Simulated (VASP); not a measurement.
**From an Ansatz input to VASP: TiS₂ (strained measured structure)**

Ansatz input

```yaml
crystal:
  lattice:
    - [3.2226295366, 0.0, 0.0]
    - [-1.6113147683, 2.7908790457, 0.0]
    - [0.0, 0.0, 5.4238229476]
  atoms:
    - { symbol: Ti, position: [0.0, 0.0, 0.0] }
    - { symbol: S, position: [0.3333333333, 0.6666666667, 0.2690455129] }
    - { symbol: S, position: [0.6666666667, 0.3333333333, 0.7309544871] }
kpoints:
  mp_grid: { grid: [12, 12, 4] }
  band_path:
    path:
      - [0.0, 0.0, 0.0]
      - [0.5, 0.0, 0.0]
      - [0.3333333333, 0.3333333333, 0.0]
      - [0.0, 0.0, 0.5]
      - [0.5, 0.0, 0.5]
      - [0.3333333333, 0.3333333333, 0.5]
      - [0.0, 0.5, 0.5]
    npoints: 1
hamiltonian:
  xc: r2scan
scf:
  occupations: { method: fermi_dirac, width: 0.02 }
  n_extra_bands: 4
output:
  forces: true
  stress: true
  eigenvalues: true
```

**Question.** Which VASP files do the same job?

**Answer.** 

INCAR

```
ALGO = Normal
METAGGA = R2SCAN
NELM = 120
ISMEAR = -1
SIGMA = 0.02
NBANDS = 19
ISIF = 2
LCHARG = .FALSE.
LREAL = .FALSE.
LASPH = .TRUE.
IBRION = -1
ENCUT = 520
LWAVE = .FALSE.
NSW = 0
PREC = Accurate
EDIFF = 1E-7
```

KPOINTS

```
KPOINTS created by Atomic Simulation Environment
0
Gamma
12 12 4
0 0 0
```

KPOINTS_OPT

```
special points
7
Reciprocal
0.0000000000 0.0000000000 0.0000000000 1
0.5000000000 0.0000000000 0.0000000000 1
0.3333333333 0.3333333333 0.0000000000 1
0.0000000000 0.0000000000 0.5000000000 1
0.5000000000 0.0000000000 0.5000000000 1
0.3333333333 0.3333333333 0.5000000000 1
0.0000000000 0.5000000000 0.5000000000 1
```

POSCAR

```
Ti S
 1.0000000000000000
     3.2226295366105808    0.0000000000000000    0.0000000000000000
    -1.6113147683052904    2.7908790456908368    0.0000000000000000
     0.0000000000000000    0.0000000000000000    5.4238229475999997
 Ti  S
   1   2
Cartesian
 -0.0000000000000000 -0.0000000000000000 -0.0000000000000000
  0.0000000000000001  1.8605860304605577  1.4592552265498651
  1.6113147683052904  0.9302930152302789  3.9645677210501353
```

VASP ran with the recommended PBE PAW datasets (24 valence electrons in the cell). Other inputs would serve too.

```json
{"": "gap between bands v and c", "Ansatz": "-0.67 eV (bands overlap: a metal)", "VASP": "-0.66 eV (bands overlap: a metal)"}
{"": "least direct gap", "Ansatz": "0.41 eV", "VASP": "0.43 eV"}
{"": "pressure", "Ansatz": "13.1 GPa", "VASP": "13.2 GPa"}
{"": "largest force", "Ansatz": "0.04 eV/Å", "VASP": "0.03 eV/Å"}
```

The two codes use different PAW datasets and cutoffs. VASP's cell holds 24 valence electrons and Ansatz's 24. Ansatz's stress includes a Pulay correction; VASP's doesn't.
